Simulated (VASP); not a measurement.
# Cu (Fm-3m) in VASP: relaxation of cell and atoms with LDA

Aim: the relaxation of cell and atoms of Cu with LDA.

Program: VASP 6.6.1. These are calculated values, not measurements. Logs are shortened: lines on timing, memory, paths and dates and some standing lists are left out, and cuts for length are marked.

**1. The structure**

Symmetry: Fm-3m, No. 225, cubic system. Conventional cell: a = 3.630 Å, b = 3.630 Å, c = 3.630 Å, α = 90.00°, β = 90.00°, γ = 90.00°. Cu (site symmetry m-3m) has 12 Cu at 2.57 Å as nearest neighbours.

The cell was built by a generator and needn't be a form met in nature.

**2. Relaxation of cell and atoms, LDA**

The input, INCAR:

```
SYSTEM = Cu
  PREC = Accurate
  ENCUT = 600
  EDIFF = 1E-7
  ISMEAR = 1
  SIGMA = 0.2
  LREAL = .FALSE.
  LASPH = .TRUE.
  NELM = 80
  ALGO = Normal
  ISIF = 3
  LWAVE = .FALSE.
  LCHARG = .FALSE.
  IBRION = 2
  NSW = 60
  EDIFFG = -0.01
  KPAR = 8
```

The input, KPOINTS:

```
Automatic mesh
0
G
  32 32 32
  0 0 0
```

The input, POSCAR:

```
Cu
1.0
    0.0000000000      1.8150000000      1.8150000000
    1.8150000000      0.0000000000      1.8150000000
    1.8150000000      1.8150000000      0.0000000000
Cu
1
Direct
    0.0000000000      0.0000000000      0.0000000000
```

Potentials or basis: VASP PAW LDA potentials, release 64 (Cu).

The run is started by

```
$ cat potpaw_LDA.64/Cu/POTCAR > POTCAR
$ mpirun -np 8 vasp_std > vasp.out
```

OUTCAR:

```text
SYSTEM = Cu
   PREC = Accurate
   ENCUT = 600
   EDIFF = 1E-7
   ISMEAR = 1
   LREAL = .FALSE.
   LASPH = .TRUE.
   NELM = 80
   ISIF = 3
   IBRION = 2
   NSW = 60
   EDIFFG = -0.01

 ion  position               nearest neighbor table
   1  0.000  0.000  0.000-

  LATTYP: Found a face centered cubic cell.
 ALAT       =     3.6300000000

  Lattice vectors:

 A1 = (   0.0000000000,   1.8150000000,   1.8150000000)
 A2 = (   1.8150000000,   0.0000000000,   1.8150000000)
 A3 = (   1.8150000000,   1.8150000000,   0.0000000000)

Analysis of symmetry for initial positions (statically):
=====================================================================
 Subroutine PRICEL returns:
 Original cell was already a primitive cell.

 Routine SETGRP: Setting up the symmetry group for a
 face centered cubic supercell.

 Subroutine GETGRP returns: Found 48 space group operations
 (whereof 48 operations were pure point group operations)
 out of a pool of 48 trial point group operations.

The static configuration has the point symmetry O_h .

Analysis of symmetry for dynamics (positions and initial velocities):
=====================================================================
 Subroutine PRICEL returns:
 Original cell was already a primitive cell.

 Routine SETGRP: Setting up the symmetry group for a
 face centered cubic supercell.

 Subroutine GETGRP returns: Found 48 space group operations
 (whereof 48 operations were pure point group operations)
 out of a pool of 48 trial point group operations.

The dynamic configuration has the point symmetry O_h .

 Subroutine INISYM returns: Found 48 space group operations
 (whereof 48 operations are pure point group operations),
 and found     1 'primitive' translations

----------------------------------------------------------------------------------------

                                     Primitive cell

  volume of cell :      11.9580

  direct lattice vectors                    reciprocal lattice vectors
     0.000000000  1.815000000  1.815000000    -0.275482094  0.275482094  0.275482094
     1.815000000  0.000000000  1.815000000     0.275482094 -0.275482094  0.275482094
     1.815000000  1.815000000  0.000000000     0.275482094  0.275482094 -0.275482094

  length of vectors
     2.566797616  2.566797616  2.566797616     0.477148983  0.477148983  0.477148983

  position of ions in fractional coordinates (direct lattice)
     0.000000000  0.000000000  0.000000000

  ion indices of the primitive-cell ions
   primitive index   ion index
                 1           1

----------------------------------------------------------------------------------------

 KPOINTS: Automatic mesh

Automatic generation of k-mesh.
 Grid dimensions read from file:
 generate k-points for:   32   32   32

 Generating k-lattice:

  Cartesian coordinates                     Fractional coordinates (reciprocal lattice)
    -0.008608815  0.008608815  0.008608815     0.031250000  0.000000000  0.000000000
     0.008608815 -0.008608815  0.008608815     0.000000000  0.031250000  0.000000000
     0.008608815  0.008608815 -0.008608815     0.000000000  0.000000000  0.031250000

  Length of vectors
     0.014910906  0.014910906  0.014910906

  Shift w.r.t. Gamma in fractional coordinates (k-lattice)
     0.000000000  0.000000000  0.000000000

 Subroutine IBZKPT returns following result:
 ===========================================

 Found    897 irreducible k-points:

 Following reciprocal coordinates:
            Coordinates               Weight
  0.000000  0.000000  0.000000      1.000000
  0.031250  0.000000  0.000000      8.000000
  0.062500  0.000000  0.000000      8.000000
  0.093750  0.000000  0.000000      8.000000
  0.125000  0.000000  0.000000      8.000000
  0.156250  0.000000  0.000000      8.000000
[... 16 lines left out ...]
  0.187500  0.031250  0.000000     24.000000
  0.218750  0.031250  0.000000     24.000000
 [... further k-points ...]
   k-points           NKPTS =    897   k-points in BZ     NKDIM =    897   number of bands    NBANDS=      9
   number of dos      NEDOS =    301   number of ions     NIONS =      1
   total plane-waves  NPLWV =  13824
   dimension x,y,z NGX =    24 NGY =   24 NGZ =   24
   dimension x,y,z NGXF=    48 NGYF=   48 NGZF=   48
   ions per type =               1
   NGX,Y,Z   is equivalent  to a cutoff of  15.54, 15.54, 15.54 a.u.
   NGXF,Y,Z  is equivalent  to a cutoff of  31.09, 31.09, 31.09 a.u.
 SYSTEM =  Cu
   PREC   = accura    normal or accurate (medium, high low for compatibility)
   ISTART =      0    job   : 0-new  1-cont  2-samecut
   ICHARG =      2    charge: 1-file 2-atom 10-const
   ISPIN  =      1    spin polarized calculation?
   LNONCOLLINEAR =      F non collinear calculations
   LSORBIT =      F    spin-orbit coupling
   LASPH  =      T    aspherical Exc in radial PAW
   ENCUT  =  600.0 eV  44.10 Ry    6.64 a.u.   5.13  5.13  5.13*2*pi/ulx,y,z
   NELM   =     80;   NELMIN=  2; NELMDL= -5     # of ELM steps
   EDIFF  = 0.1E-06   stopping-criterion for ELM
   LREAL  =      F    real-space projection
   EDIFFG = -.1E-01   stopping-criterion for IOM
   NSW    =     60    number of steps for IOM
   IBRION =      2    ionic relax: 0-MD 1-quasi-New 2-CG
   NFREE  =      1    steps in history (QN), initial steepest desc. (CG)
   ISIF   =      3    stress and relaxation
   ISYM   =      2    0-nonsym 1-usesym 2-fastsym
   POTIM  = 0.5000    time-step for ionic-motion
   TEBEG  =    0.0;   TEEND  =   0.0 temperature during run
   PSTRESS=    0.0 pullay stress
   NELECT =      11.0000    total number of electrons
   NUPDOWN=      -1.0000    fix difference up-down
   EMIN   =  10.00;   EMAX   =-10.00  energy-range for DOS
   EFERMI =   0.00;   METHOD = LEGACY
   ISMEAR =     1;   SIGMA  =   0.20  broadening in eV -4-tet -1-fermi 0-gaus
   EFERMI_NEDOS =   21; number of points for ismear=-14 and -15
   IALGO  =     38    algorithm
   IMIX   =      4    mixing-type and parameters
     AMIX     =   0.40;   BMIX     =  1.00
     AMIX_MAG =   1.60;   BMIX_MAG =  1.00
  volume/ion in A,a.u.               =      11.96        80.70
  Fermi-wavevector in a.u.,A,eV,Ry     =   1.592157  3.008740 34.490258  2.534962
  Thomas-Fermi vector in A             =   2.690585
   LORBIT       =      0    0 simple, 1 ext, 2 COOP (PROOUT), +10 PAW based schemes
   GGA     = CA    functional components
   LHFCALC =     F    Hartree Fock is set to
   AEXX    =    0.0000 exact exchange contribution
   IVDW    =     0    specifies the selected vdW correction
   LEPSILON=     F    determine dielectric tensor
   LRPA    =     F    only Hartree local field effects (RPA)
 conjugate gradient relaxation of ions
 non-spin polarized calculation
 Methfessel and Paxton  Order N= 1 SIGMA  =   0.20
  energy-cutoff  :      600.00
  volume of cell :       11.96
 maximum number of plane-waves:       415
 NGX is ok and might be reduce to    24
   NGX = 11   NGY = 11   NGZ = 11

--------------------------------------- Ionic step        1  -------------------------------------------

 number of electron      10.9999998 magnetization

 Free energy of the ion-electron system (eV)
  ---------------------------------------------------
  ext. energy  EPLUGINS =         0.00000000
  ---------------------------------------------------
  free energy    TOTEN  =        -4.66232335 eV

  energy without entropy =       -4.66270027  energy(sigma->0) =       -4.66244899

------------------------ aborting loop because EDIFF is reached ----------------------------------------

  FORCE on cell =-STRESS in cart. coord.  units (eV):
  Direction    XX          YY          ZZ          XY          YZ          ZX
  --------------------------------------------------------------------------------------
  -------------------------------------------------------------------------------------
  Total       -0.9844447     -0.9844447     -0.9844447      0.0000000     -0.0000000      0.0000000
  in kB     -131.8991522   -131.8991522   -131.8991522      0.0000000     -0.0000000      0.0000000
  external PRESSURE =    -131.8991522 kB  Pullay stress =       0.0000000 kB
[... 55 lines left out ...]
  energy  without entropy=       -4.6875678331  energy(sigma->0) =       -4.68731569

--------------------------------------- Ionic step        3  -------------------------------------------

 number of electron      11.0000003 magnetization

 Free energy of the ion-electron system (eV)
  ---------------------------------------------------
  ext. energy  EPLUGINS =         0.00000000
  ---------------------------------------------------
  free energy    TOTEN  =        -4.70848371 eV

  energy without entropy =       -4.70893243  energy(sigma->0) =       -4.70863328

 E-fermi :   8.3711     XC(G=0): -13.5565

 val. band max:        8.3621893164   @ k =   0.5000   0.1562   0.0312
 cond. band min:       8.3759355541   @ k =   0.4375   0.4062   0.0000
 fundamental gap:      0.0137462377
 Fermi energy:         8.3711262927

 k-point     1 :       0.0000    0.0000    0.0000
  band No.  band energies     occupation
      1      -1.6081      2.00000
      2       5.0184      2.00000
      3       5.0184      2.00000
      4       5.0184      2.00000
      5       5.9614      2.00000
      6       5.9614      2.00000
      7      31.6240      0.00000
      8      34.7059      0.00000
      9      34.7059      0.00000
[... 265 lines left out ...]
 k-point    24 :       0.2188    0.0313    0.0000
  band No.  band energies     occupation
      1       0.0176      2.00000
      2       4.7412      2.00000
      3       5.2096      2.00000
      4       5.2143      2.00000
      5       5.9093      2.00000
      6       6.0309      2.00000
      7      23.5935      0.00000
      8      31.4903      0.00000
      9      31.5762      0.00000

 [... further k-points ...]
[... 5 lines left out ...]
  --------------------------------------------------------------------------------------
  -------------------------------------------------------------------------------------
  Total       -0.0050188     -0.0050188     -0.0050188      0.0000000      0.0000000     -0.0000000
  in kB       -0.7350661     -0.7350661     -0.7350661      0.0000000      0.0000000     -0.0000000
  external PRESSURE =      -0.7350661 kB  Pullay stress =       0.0000000 kB
[... 16 lines left out ...]
  FREE ENERGIE OF THE ION-ELECTRON SYSTEM (eV)
  ---------------------------------------------------
  free  energy   TOTEN  =        -4.7084837079 eV

  energy  without entropy=       -4.7089324346  energy(sigma->0) =       -4.70863328

 reached required accuracy - stopping structural energy minimisation
```

Wall time 28 s (8 MPI ranks of Intel Xeon Platinum 8559C (Emerald Rapids), shared host); peak memory 0.24 GiB.

What came out:

```yaml
Free_energy: -4.7085 eV
Relaxed_volume: 10.94 Å³/atom
Relaxed_cell: a = 2.492 Å, b = 2.492 Å, c = 2.492 Å, α = 60.00°, β = 60.00°, γ = 60.00°
Space_group_after_relaxing_to_0.05_Å: Fm-3m (No. 225)
Energy_gained_by_relaxing: 46.2 meV/atom
Ionic_steps: 3
Pressure_after_relaxing: -0.1 GPa
Band_gap_on_the_k_mesh: none (metal or under the smearing width)
```

The path:
| step | energy change (eV) | largest force (eV/Å) | pressure (GPa) | volume (Å³) |
| --- | --- | --- | --- | --- |
| 1 | 0.0000 | 0.0000 | -13.19 | 11.96 |
| 2 | -0.0249 | 0.0000 | 12.03 | 10.33 |
| 3 | -0.0462 | 0.0000 | -0.07 | 10.94 |

Final structure:
```yaml
crystal:
  lattice:
    - [0.00000, 1.76191, 1.76191]
    - [1.76191, 0.00000, 1.76191]
    - [1.76191, 1.76191, 0.00000]
  atoms:
    - { symbol: Cu, position: [0.00000, 0.00000, 0.00000] }
```
